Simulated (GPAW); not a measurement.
# MoSe2 (P6_3/mmc) in GPAW: dielectric tensor with LDA

Aim: the dielectric tensor of MoSe2 with LDA.

Program: GPAW 26.7.0. These are calculated values, not measurements. Logs are shortened: lines on timing, memory, paths and dates and some standing lists are left out, and cuts for length are marked. The log counts tension as positive stress, the text compression.

## Step 1: The structure

The structure is hexagonal, space group P6_3/mmc (No. 194). The conventional cell has a = 3.288 Å, b = 3.288 Å, c = 12.900 Å, α = 90.00°, β = 90.00°, γ = 120.00°. Mo (site symmetry -6m2) has 6 Se at 2.49 Å as nearest neighbours. Se (site symmetry 3m) has 3 Mo at 2.49 Å as nearest neighbours.

## Step 2: Dielectric tensor, LDA

File run.py:

```python
import numpy as np
from ase import Atoms
from ase.dft.bandgap import bandgap
from ase.io import write
from gpaw import GPAW, PW
from gpaw.response.df import DielectricFunction

atoms = Atoms(['Mo', 'Mo', 'Se', 'Se', 'Se', 'Se'],
              cell=[[3.288, 0.0, 0.0],
                    [-1.644, 2.8474915276, 0.0],
                    [0.0, 0.0, 12.9]],
              scaled_positions=[[0.6666666667, 0.3333333333, 0.75],
                                [0.3333333333, 0.6666666667, 0.25],
                                [0.6666666667, 0.3333333333, 0.375],
                                [0.3333333333, 0.6666666667, 0.875],
                                [0.6666666667, 0.3333333333, 0.125],
                                [0.3333333333, 0.6666666667, 0.625]],
              pbc=True)

calc = GPAW(mode=PW(450),
            xc='LDA',
            kpts={'size': (8, 8, 2), 'gamma': True},
            occupations={'name': 'fermi-dirac', 'width': 0.001},
            nbands=46,
            convergence={'density': 1e-06},
            maxiter=150,
            txt='gpaw.txt')
atoms.calc = calc
energy = atoms.get_potential_energy()
calc.write('gs.gpw')
write('result.traj', atoms)
print(f'Energy: {energy:.6f} eV')
print('Fermi level:', round(calc.get_fermi_level(), 4), 'eV')
print(f'Gap: {bandgap(calc)[0]:.4f} eV, direct: {bandgap(calc, direct=True)[0]:.4f} eV')

for size in [(9, 9, 2), (13, 13, 3)]:
    name = 'x'.join(str(n) for n in size)
    dense = calc.fixed_density(kpts={'size': size, 'gamma': True},
                               nbands=80, convergence={'bands': 74, 'eigenstates': 1e-7},
                               update_fermi_level=True, txt=f'dense-{name}.txt')
    dense.write(f'{name}.gpw', mode='all')
    df = DielectricFunction(f'{name}.gpw', frequencies=np.array([0.0]), hilbert=False, eta=0.001,
                            ecut=80, nbands=74, intraband=False, txt=f'df-{name}.txt')
    for xc in ['RPA', 'LR0.1', 'LR0.2']:
        for direction in ['x', 'y', 'z', [0, 1, 1], [1, 0, 1], [1, 1, 0]]:
            e0, e = df.get_macroscopic_dielectric_constant(xc=xc, direction=direction)
            print(f'{name} {xc} {direction}: {e0:.4f} without, {e:.4f} with local fields')
```

Potentials or basis: the program's PAW data sets (release 1.2.1) made for this functional, pw.

Command:

```sh
$ OMP_NUM_THREADS=1 python run.py
```

gpaw.txt:

```text
__  _  _
 | _ |_)|_||  |
 |__||  | ||/\| - 26.7.0

Input parameters:
  mode=PW(ecut=450.00000000000006),
  convergence={'density': 1e-06},
  kpts=MonkhorstPack(size=(8, 8, 2), gamma=True),
  maxiter=150,
  nbands=46,
  occupations=Occupations(name='fermi-dirac', width=0.001),
  xc=XC(name='LDA')

Diagonalizing LCAO Hamiltonian
Converting LCAO to pw mode

        Se

           Mo

        Se

           Se

        Mo

           Se

Atoms  # Å, Bohr magnetons
|   | symbol |         x |        y |         z |    initial magnetic moments |
|---|--------|-----------|----------|-----------|-----------------------------|
| 0 |     Mo |  1.644000 | 0.949164 |  9.675000 | ( 0.0000,  0.0000,  0.0000) |
| 1 |     Mo | -0.000000 | 1.898328 |  3.225000 | ( 0.0000,  0.0000,  0.0000) |
| 2 |     Se |  1.644000 | 0.949164 |  4.837500 | ( 0.0000,  0.0000,  0.0000) |
| 3 |     Se | -0.000000 | 1.898328 | 11.287500 | ( 0.0000,  0.0000,  0.0000) |
| 4 |     Se |  1.644000 | 0.949164 |  1.612500 | ( 0.0000,  0.0000,  0.0000) |
| 5 |     Se | -0.000000 | 1.898328 |  8.062500 | ( 0.0000,  0.0000,  0.0000) |

Unit cell  # Å
| periodic |         x |        y |         z |   lengths |     angles |
|----------|-----------|----------|-----------|-----------|------------|
|      yes |  3.288000 | 0.000000 |  0.000000 |  3.288000 |  90.000000 |
|      yes | -1.644000 | 2.847492 |  0.000000 |  3.288000 |  90.000000 |
|      yes |  0.000000 | 0.000000 | 12.900000 | 12.900000 | 120.000000 |

Number of symmetries: 12
Symmetry operations  # r_c * U_cc + t_c -> r_c
|    | kind |            matrix            |
|----|------|------------------------------|
|  0 |  σ   |  1, 1, 0,  0,-1, 0,  0, 0, 1 |
|  1 |  S6  |  1, 1, 0, -1, 0, 0,  0, 0,-1 |
|  2 |  E   |  1, 0, 0,  0, 1, 0,  0, 0, 1 |
|  3 |  C2  |  1, 0, 0, -1,-1, 0,  0, 0,-1 |
|  4 |  C2  |  0, 1, 0,  1, 0, 0,  0, 0,-1 |
|  5 |  C3  |  0, 1, 0, -1,-1, 0,  0, 0, 1 |
|  6 |  S6  |  0,-1, 0,  1, 1, 0,  0, 0,-1 |
|  7 |  σ   |  0,-1, 0, -1, 0, 0,  0, 0, 1 |
|  8 |  σ   | -1, 0, 0,  1, 1, 0,  0, 0, 1 |
|  9 |  i   | -1, 0, 0,  0,-1, 0,  0, 0,-1 |
| 10 |  C3  | -1,-1, 0,  1, 0, 0,  0, 0, 1 |
| 11 |  C2  | -1,-1, 0,  0, 1, 0,  0, 0,-1 |

BZ-sampling:
  Number of BZ points: 128
  Number of IBZ points: 20

  Monkhorst-Pack size: [8, 8, 2]
  Monkhorst-Pack shift: [0.0625, 0.0625, 0.25]

K-points  # in reciprocal-cell coordinates
|     |                                coordinates |     weight |
|-----|--------------------------------------------|------------|
|   0 | (  0.00000000,   0.00000000,   0.00000000) | 0.00781250 |
|   1 | (  0.00000000,   0.00000000,   0.50000000) | 0.00781250 |
|   2 | (  0.12500000,   0.00000000,   0.00000000) | 0.04687500 |
|   3 | (  0.12500000,   0.00000000,   0.50000000) | 0.04687500 |
|   4 | (  0.25000000,  -0.12500000,   0.00000000) | 0.04687500 |
|   5 | (  0.25000000,  -0.12500000,   0.50000000) | 0.04687500 |
|   6 | (  0.25000000,   0.00000000,   0.00000000) | 0.04687500 |
|   7 | (  0.25000000,   0.00000000,   0.50000000) | 0.04687500 |
|   8 | (  0.37500000,  -0.12500000,   0.00000000) | 0.09375000 |
|   9 | (  0.37500000,  -0.12500000,   0.50000000) | 0.09375000 |
| ... |                                            |            |
|  19 | (  0.50000000,   0.50000000,   0.50000000) | 0.02343750 |

Plane wave coefficients: 2633
Cutoff: 450.00000000000006 eV

Spin-components: 1 (collinear spins)
Bands:           46
Projectors:      32
Spin-degeneracy: 2
Datatype:        complex128

Parallelization:
  kpt:    1
  domain: 1
  band:   1

Density:
  Valence electrons: 52.0
  Components: 1
  Grid points: [18 18 64]
  Charge: 0.0  # |e|

Potential:
  Grid points: [18 18 64]

species:
  Mo:
    name:    Molybdenum
    Z:       42.0
    valence: 14
    core:    28
    charge:  0.0  # [|e|]
    compensation charges:
      type: gauss
      rc: 0.38  # [Å]
      lmax: 2
    cutoffs:
      filter: 2.16  # [Å]
      core: 1.42  # [Å]
    projectors
    | kind |    occ | energy [eV] | rcut [Å] |
    |------|--------|-------------|----------|
    |   4s |  2.000 |     -64.384 |    1.238 |
    |   5s |  1.000 |      -4.319 |    1.238 |
    |   4p |  6.000 |     -38.595 |    1.296 |
    |   5p |  0.000 |      -1.161 |    1.296 |
    |   4d |  5.000 |      -3.933 |    1.296 |
    |    d |        |      23.278 |    1.296 |

    Using partial waves for Mo as LCAO basis

  Se:
    name:    Selenium
    Z:       34.0
    valence: 6
    core:    28
    charge:  0.0  # [|e|]
    compensation charges:
      type: gauss
      rc: 0.27  # [Å]
      lmax: 2
    cutoffs:
      filter: 1.77  # [Å]
      core: 2.67  # [Å]
    projectors
    | kind |    occ | energy [eV] | rcut [Å] |
    |------|--------|-------------|----------|
    |   4s |  2.000 |     -17.472 |    0.847 |
    |   4p |  4.000 |      -6.656 |    1.005 |
    |    s |        |       9.739 |    0.847 |
    |    p |        |      20.555 |    1.005 |
    |    d |        |       0.000 |    0.847 |

    Using partial waves for Se as LCAO basis

Reference energy: -484108.320637  # eV

eigensolver:
  PPCG
  Converge bands: occupied
  niter=2

density mixing:
  MSR1-Mixer
  Pratt-step length: 0.05
  Maximum mixing coefficient: 0.75
  Old densities: 10
  SVD Regularization: 0.005
  Good broyden scale: 1.0
  Trust region scale: 1.0
  Backstep threshold: 4.0
  History deletion threshold: 6.0
  Fourier metric: weight=20.0, sigma=0.015

occupation numbers:
  Fermi-Dirac:
    width: 0.0010  # eV

poisson solver:
  ecut: 3600.0000000000005  # eV

xc functional:
  name: None

convergence criteria:
- Maximum integral of absolute [dens]ity change: 1e-06 electrons / valence electron
- Maximum [total energy] change in last 3 cyles: 0.0005 eV / valence electron
- Maximum integral of absolute [eigenst]ate change: 4e-08 eV^2 / valence electron
maximum number of iterations: 150

SCF iterations
|iter     | |      energy | eigst |  dens |
|---------|-|-------------|-------|-------|
|iter:   1| |  -48.088025 | +0.40 |       |
|iter:   2| |  -47.546852 | -1.47 | -1.05 |
|iter:   3| |  -46.205712 | -1.39 | -1.11 |
|iter:   4| |  -46.007355 | -2.01 | -1.45 |
|iter:   5| |  -45.999812 | -2.82 | -1.85 |
|iter:   6| |  -46.022126c| -3.08 | -2.07 |
|iter:   7| |  -45.982941 | -3.33 | -2.05 |
|iter:   8| |  -45.982929 | -5.23 | -3.11 |
|iter:   9| |  -45.982927c| -6.16 | -3.55 |
|iter:  10| |  -45.982927c| -7.32 | -4.41 |
|iter:  11| |  -45.982927c| -7.71c| -5.06 |
|iter:  12| |  -45.982927c| -8.21c| -5.55 |
|iter:  13| |  -45.982927c| -8.53c| -6.15c|

Converged in 13 steps
Energy contributions relative to reference atoms: (reference = -484108.320637)

Energy contributions:
  Kinetic:          22.795318
  Coulomb:         -29.810393
  Zero:             -0.637049
  External:          0.000000
  Xc:              -38.330803
  Entropy:          -0.000000
  Spinorbit:         0.000000
  ----------------------------
  Free energy:     -45.982927
  Extrapolated:    -45.982927

dipole moment: (0.000025, 0.000043, 0.000197)  # |e|*Ang

Fermi level: 8.959
Eigenvalues  # (at kpt = [0.000, 0.000, 0.000])
| band index |      eig [eV] | occ [0-2] |
|------------|---------------|-----------|
|          0 |       -53.037 |     2.000 |
|        ... |               |           |
|         18 |         5.233 |     2.000 |
|         19 |         6.287 |     2.000 |
|         20 |         6.287 |     2.000 |
|         21 |         6.326 |     2.000 |
|         22 |         6.326 |     2.000 |
|         23 |         7.048 |     2.000 |
[... 8 lines left out ...]
|         32 |        11.002 |     0.000 |
|         33 |        11.002 |     0.000 |
|        ... |               |           |
|         45 |        20.532 |     0.000 |

Gap: 0.874 eV
Transition (v -> c):
  (s=0, k=0, n=25, [0.00, 0.00, 0.00]) -> (s=0, k=8, n=26, [0.38, -0.12, 0.00])
Direct/indirect transitions are different
Direct gap: 1.621 eV
Transition at: (s=0, k=12, n=25, [0.38, 0.38, 0.00])
# Writing to gs.gpw (mode='')
```

It took 13 min on 1 thread of Arm Neoverse V1, shared host; peak memory 0.71 GiB.

Results:

- Free energy: -45.9829 eV
- Band gap on the k mesh: 0.87 eV, indirect (least direct gap 1.62 eV)
- Electronic dielectric tensor (diagonal): 14.90, 14.90, 6.91

Electronic dielectric tensor:
```
14.90  0.00  0.00
 0.00 14.90  0.00
 0.00  0.00  6.91
```

Caveat: the long-wavelength limit can be off by several per cent where d states take part; an odd mesh through Γ misses points on the zone boundary, where band edges often lie.
